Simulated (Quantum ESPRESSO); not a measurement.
# Si (P-1) in Quantum ESPRESSO: reference runs

How does Si come out in PBE? The cell is run as given.

Program: Quantum ESPRESSO 7.5. These are calculated values, not measurements. Logs are shortened: lines on timing, memory, paths and dates and some standing lists are left out, and cuts for length are marked.

### Step 1. Starting point

The typed cell holds 1 atom: a = 2.663 Å, b = 2.615 Å, c = 2.488 Å, α = 88.18°, β = 90.31°, γ = 122.18°.

This isn't the form of Si at room conditions, which is diamond.

### Step 2. Single point, PBE

Input file pw.in:

```
&CONTROL
  calculation = 'scf'
  prefix = 'pwscf'
  outdir = './tmp'
  pseudo_dir = './pseudo'
  tprnfor = .true.
  tstress = .true.
  disk_io = 'nowf'
/
&SYSTEM
  ibrav = 0
  nat = 1
  ntyp = 1
  ecutwfc = 55
  ecutrho = 440
  nbnd = 7
  occupations = 'smearing'
  smearing = 'fd'
  degauss = 0.00367493
/
&ELECTRONS
  conv_thr = 2d-10
  electron_maxstep = 120
  mixing_beta = 0.5
/
ATOMIC_SPECIES
Si    28.0850 Si.pbe-n-rrkjus_psl.1.0.0.UPF
CELL_PARAMETERS angstrom
   2.6622503000   -0.0362423300   -0.0068309500
  -1.3625119300    2.2317606800    0.0418965100
  -0.0064290300    0.0418196400    2.4877607300
ATOMIC_POSITIONS crystal
Si     0.0000000000    0.0000000000    0.0000000000
K_POINTS automatic
12 12 11 0 0 0
```

Potentials or basis: SSSP 1.3 efficiency PBE.

On the command line:

```
$ OMP_NUM_THREADS=1 pw.x -in pw.in > pw.out
```

pw.out:

```text
This program is part of the open-source Quantum ESPRESSO suite
     for quantum simulation of materials; please cite
         "P. Giannozzi et al., J. Phys.:Condens. Matter 21 395502 (2009);
         "P. Giannozzi et al., J. Phys.:Condens. Matter 29 465901 (2017);
         "P. Giannozzi et al., J. Chem. Phys. 152 154105 (2020);
     in publications or presentations arising from this work. More details at

     Message from routine setup:
     using ibrav=0 with symmetry is DISCOURAGED, use correct ibrav instead

     G-vector sticks info
     --------------------
     sticks:   dense  smooth     PW     G-vecs:    dense   smooth      PW
     Sum         737     367    129                15409     5451    1161

     Using Slab Decomposition

     bravais-lattice index     =            0
     lattice parameter (alat)  =       5.0314  a.u.
     unit-cell volume          =      98.8890 (a.u.)^3
     number of atoms/cell      =            1
     number of atomic types    =            1
     number of electrons       =         4.00
     number of Kohn-Sham states=            7
     kinetic-energy cutoff     =      55.0000  Ry
     charge density cutoff     =     440.0000  Ry
     scf convergence threshold =      2.0E-10
     mixing beta               =       0.5000
     number of iterations used =            8  plain     mixing
     Exchange-correlation= PBE
                           (   1   4   3   4   0   0   0)

     celldm(1)=   5.031407  celldm(2)=   0.000000  celldm(3)=   0.000000
     celldm(4)=   0.000000  celldm(5)=   0.000000  celldm(6)=   0.000000

     crystal axes: (cart. coord. in units of alat)
               a(1) = (   0.999904  -0.013612  -0.002566 )
               a(2) = (  -0.511740   0.838218   0.015736 )
               a(3) = (  -0.002415   0.015707   0.934368 )

     reciprocal axes: (cart. coord. in units 2 pi/alat)
               b(1) = (  1.008459  0.615820 -0.007746 )
               b(2) = (  0.016330  1.203355 -0.020186 )
               b(3) = (  0.002494 -0.018575  1.070561 )

     PseudoPot. # 1 for Si read from file:
     Si.pbe-n-rrkjus_psl.1.0.0.UPF
     Pseudo is Ultrasoft + core correction, Zval =  4.0
     Generated using "atomic" code by A. Dal Corso  v.5.1
     Using radial grid of 1141 points,  6 beta functions with:
                l(1) =   0
                l(2) =   0
                l(3) =   1
                l(4) =   1
                l(5) =   2
                l(6) =   2
     Q(r) pseudized with 0 coefficients

     atomic species   valence    mass     pseudopotential
     Si                4.00    28.08500     Si( 1.00)

      2 Sym. Ops., with inversion, found

   Cartesian axes

     site n.     atom                  positions (alat units)
         1        Si     tau(   1) = (   0.0000000   0.0000000   0.0000000  )

     number of k points=   794  Fermi-Dirac smearing, width (Ry)=  0.0037

     Number of k-points >= 100: set verbosity='high' to print them.

     Dense  grid:    15409 G-vectors     FFT dimensions: (  36,  36,  32)

     Smooth grid:     5451 G-vectors     FFT dimensions: (  24,  24,  24)

     Initial potential from superposition of free atoms

     starting charge       3.9994, renormalised to       4.0000
     Starting wfcs are    4 randomized atomic wfcs +    3 random wfcs

     Self-consistent Calculation

     iteration #  1     ecut=    55.00 Ry     beta= 0.50
     Davidson diagonalization with overlap
     ethr =  1.00E-02,  avg # of iterations =  6.3

     Threshold (ethr) on eigenvalues was too large:
     Diagonalizing with lowered threshold

     Davidson diagonalization with overlap
     ethr =  1.13E-04,  avg # of iterations =  3.0

     total energy              =     -11.39719634 Ry
     estimated scf accuracy    <       0.00437399 Ry

     iteration #  2     ecut=    55.00 Ry     beta= 0.50
     Davidson diagonalization with overlap
     ethr =  1.09E-04,  avg # of iterations =  1.0

     total energy              =     -11.39722545 Ry
     estimated scf accuracy    <       0.00105110 Ry

     iteration #  3     ecut=    55.00 Ry     beta= 0.50
     Davidson diagonalization with overlap
     ethr =  2.63E-05,  avg # of iterations =  1.4

     total energy              =     -11.39724234 Ry
     estimated scf accuracy    <       0.00000739 Ry

     iteration #  4     ecut=    55.00 Ry     beta= 0.50
     Davidson diagonalization with overlap
     ethr =  1.85E-07,  avg # of iterations =  3.4

     total energy              =     -11.39724308 Ry
     estimated scf accuracy    <       0.00000010 Ry

     iteration #  5     ecut=    55.00 Ry     beta= 0.50
     Davidson diagonalization with overlap
     ethr =  2.50E-09,  avg # of iterations =  2.0

     total energy              =     -11.39724311 Ry
     estimated scf accuracy    <       0.00000004 Ry

     iteration #  6     ecut=    55.00 Ry     beta= 0.50
     Davidson diagonalization with overlap
     ethr =  8.82E-10,  avg # of iterations =  1.0

     End of self-consistent calculation

     Number of k-points >= 100: set verbosity='high' to print the bands.

     the Fermi energy is    10.2231 ev

!    total energy              =     -11.39724311 Ry
     estimated scf accuracy    <          1.0E-10 Ry
     smearing contrib. (-TS)   =      -0.00018036 Ry
     internal energy E=F+TS    =     -11.39706275 Ry

     The total energy is F=E-TS. E is the sum of the following terms:
     one-electron contribution =       4.61954881 Ry
     hartree contribution      =       0.07718301 Ry
     xc contribution           =      -6.19994861 Ry
     ewald contribution        =      -9.89384596 Ry

     convergence has been achieved in   6 iterations

     Forces acting on atoms (cartesian axes, Ry/au):

     atom    1 type  1   force =     0.00000000    0.00000000    0.00000000

     Total force =     0.000000     Total SCF correction =     0.000000

     Computing stress (Cartesian axis) and pressure

          total   stress  (Ry/bohr**3)                   (kbar)     P=       34.07
   0.00026416   0.00018072  -0.00000076           38.86       26.58       -0.11
   0.00018072   0.00030281  -0.00016993           26.58       44.54      -25.00
  -0.00000076  -0.00016993   0.00012791           -0.11      -25.00       18.82

=------------------------------------------------------------------------------=
   JOB DONE.
=------------------------------------------------------------------------------=
```

Wall time 32 s (1 thread of Intel Xeon Platinum 8488C (Sapphire Rapids), shared host); peak memory 0.14 GiB.

What came out:

```
Free energy            : -155.0674 eV
Pressure               : 3.4 GPa
Band gap on the k mesh : none (metal or under the smearing width)
```
